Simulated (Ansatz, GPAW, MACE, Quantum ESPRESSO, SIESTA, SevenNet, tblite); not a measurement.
# Rock-salt ZrC, displaced supercell (64 atoms): other programs against plane waves

Aim: forces, pressure of rock-salt ZrC, displaced supercell (64 atoms) at one geometry, from other programs and methods, against plane-wave PBE.

Results are calculated, not measured.

## Step 1: The structure

The cell holds 64 atoms (32 Zr and 32 C), with edges of 9.40, 9.40 and 9.40 Å. Recipe: rock-salt ZrC (a = 4.698 Å), 2 x 2 x 2 conventional cells; every coordinate displaced by a Gaussian of 0.02 Å. Then every atom was moved at random, 0.02 Å r.m.s. a Cartesian component. The density is 6.61 g/cm³.

## Step 2: The reference input

Quantum ESPRESSO 7.5: Kohn-Sham DFT, PBE, SSSP efficiency 1.3.0 pseudopotentials, plane waves. Its input, pw.in:

```
&control
  calculation = 'scf'
  pseudo_dir = './pseudo'
  outdir = './tmp'
  disk_io = 'none'
  tprnfor = .true.
  tstress = .true.
/
&system
  ibrav = 0
  nat = 64
  ntyp = 2
  ecutwfc = 45
  ecutrho = 360
  nosym = .true.
  occupations = 'smearing'
  smearing = 'fd'
  degauss = 0.003675
/
&electrons
  conv_thr = 3.2e-07
  electron_maxstep = 100
  mixing_beta = 0.2
  mixing_mode = 'local-TF'
  diagonalization = 'david'
/
ATOMIC_SPECIES
Zr 91.224 Zr.upf
C 12.011 C.upf
CELL_PARAMETERS angstrom
9.39600 0.00000 0.00000
0.00000 9.39600 0.00000
0.00000 0.00000 9.39600
ATOMIC_POSITIONS crystal
Zr 0.99820 0.99985 0.00384
C 0.24892 0.00241 0.00311
Zr 0.99911 0.25047 0.25017
C 0.24719 0.25458 0.25352
[... 58 atom lines left out ...]
Zr 0.75087 0.75155 0.49708
C 0.49813 0.75014 0.49759
K_POINTS gamma
```

```console
$ OMP_NUM_THREADS=1 mpirun -np 2 pw.x -in pw.in > output.txt
```

Elapsed: 3.1 min, on 2 MPI ranks of Arm Neoverse V2, shared host; peak memory 1.8 GiB; 6.3 min of CPU time.

It converged with an r.m.s. force component of 0.36 eV/Å and a pressure of -0.47 GPa.

## Step 3: What was run beside it

- MACE: machine-learned potential, published weights.
- Quantum ESPRESSO 7.5: plane waves; labels (QE) give functional, pseudopotential set and cutoffs of waves/density.
- SIESTA 5.4.2: numerical atomic orbitals, whose automatically made sets are far from complete, with PseudoDojo norm-conserving potentials that we converted to its format (checked against plane waves on the same files for H, C, O, Si, Ge and Ca alone); labels give functional, basis size, energy shift and mesh cutoff.
- SevenNet: machine-learned potential, published weights.

All use the same cell and atoms, and the electronic-structure runs the same k-mesh.

## Step 4: Side by side

Differences are against the reference: forces as r.m.s. over components, share as that over the reference's r.m.s. force, slope as the fitted ratio of a run's forces to the reference's.

```
                                                 run  Δ force, r.m.s. (meV/Å)  share (%)  slope  Δ pressure (GPa)  cores  CPU time  memory (GiB)
                                           reference                        -          -      -                 -      2   6.3 min           1.8
                         MACE MP-0b2 small potential                      156       42.9  0.873              4.76      1     9.9 s          0.64
     QE PBE, dojo-0.4.1-standard, 60/240 Ry (coarse)                     2.95      0.809  1.005             -1.48      4     6 min           1.2
 SIESTA PBE, DZ, shift 0.01 Ry, mesh 300 Ry (coarse)                     47.5       13.0  0.988             -1.54      1   2.3 min          0.73
         SIESTA PBE, DZP, shift 0.01 Ry, mesh 300 Ry                     52.9       14.5  1.062             0.441      2   5.5 min           1.3
 SIESTA PBE, SZ, shift 0.01 Ry, mesh 300 Ry (coarse)                     72.6       19.9  1.110             -9.76      1      87 s          0.58
SIESTA PBE, SZP, shift 0.01 Ry, mesh 300 Ry (coarse)                     62.1       17.0  1.082              1.03      1   3.7 min          0.91
         SIESTA PBE, TZP, shift 0.01 Ry, mesh 300 Ry                     40.0       11.0  1.056            -0.480      2   8.9 min           1.6
                                SevenNet 0 potential                      170       46.5  0.859              4.89      1     8.4 s          0.78
                             SevenNet l3i5 potential                      159       43.5  0.805              4.64      1      12 s           1.0
```

Rows marked coarse were listed beforehand as settings not expected to be converged; some can still land near the reference.

Times of the machine-learned potentials are mostly Python's start and the loading of weights.

Runs without a result: GPAW PBE, LCAO dzp, h 0.2 Å (cut off at its time limit); GPAW revPBE, LCAO dzp, h 0.2 Å (cut off at its time limit); GPAW PBE, LCAO dzp, h 0.2 Å, other mixer settings (cut off at its time limit); GPAW PBE, LCAO dzp, h 0.25 Å (cut off at its time limit).

CPU time is summed over cores on shared hosts, so it is rough.

## Step 5: Findings

Forces lie from 0.81 % (QE PBE, dojo-0.4.1-standard, 60/240 Ry, coarse) to 46 % (SevenNet 0 potential) of the reference's r.m.s. force of 0.36 eV/Å away from it. The PBE runs in local orbitals, coarse settings apart, differ by 11 % (SIESTA PBE, TZP, shift 0.01 Ry, mesh 300 Ry) to 15 % (SIESTA PBE, DZP, shift 0.01 Ry, mesh 300 Ry); basis, grid and potentials can all enter. Machine-learned potentials differ by 43 % (MACE MP-0b2 small potential) to 46 % (SevenNet 0 potential); they were trained on other programs' data. Among those trained on PBE data the slope goes as low as 0.81. Runs with settings chosen to be coarse differ by 0.81 % (QE PBE, dojo-0.4.1-standard, 60/240 Ry) to 20 % (SIESTA PBE, SZ, shift 0.01 Ry, mesh 300 Ry), their programs' other errors included.

SIESTA PBE, SZ, shift 0.01 Ry, mesh 300 Ry stiffens the forces by a factor of 1.11 while following their directions (correlation 0.989); the slopes of the 5 SIESTA runs lie between 0.99 and 1.11. SIESTA PBE, DZP, shift 0.01 Ry, mesh 300 Ry lies farther from the reference (15 %) than the smaller basis of SIESTA PBE, DZ, shift 0.01 Ry, mesh 300 Ry (13 %). Pressures at PBE, coarse settings apart, lie -0.48 to +0.44 GPa from the reference's.

**Limits.** The reference's pressure holds the uncorrected Pulay stress of its 45 Ry basis, so small pressure differences may be the reference's own error. Machine-learned potentials mimic data converged in k, so the reference's own k-point error enters their differences. The electronic-structure runs sample only Γ, in a cell whose shortest periodic width is 9 Å. Where levels are smeared, the DFT runs use Fermi–Dirac occupations at 580 K (0.05 eV), and energies are free energies. The atoms were displaced at random, and shares hang on the size of the forces that this gives. The reference's cutoffs and mesh weren't converged further here.

[Logs are printed without paths, hosts, clocks, repeated set-up lines and the standing remarks that a program may print on its own settings, such as how far it seeks lower states.]

[Hosts, paths, dates, database ids (printed as entryN), source tags and the programs' standing remarks are cut or masked in the printed files.]

[Cells were taken only where this reference lay near another plane-wave run.]
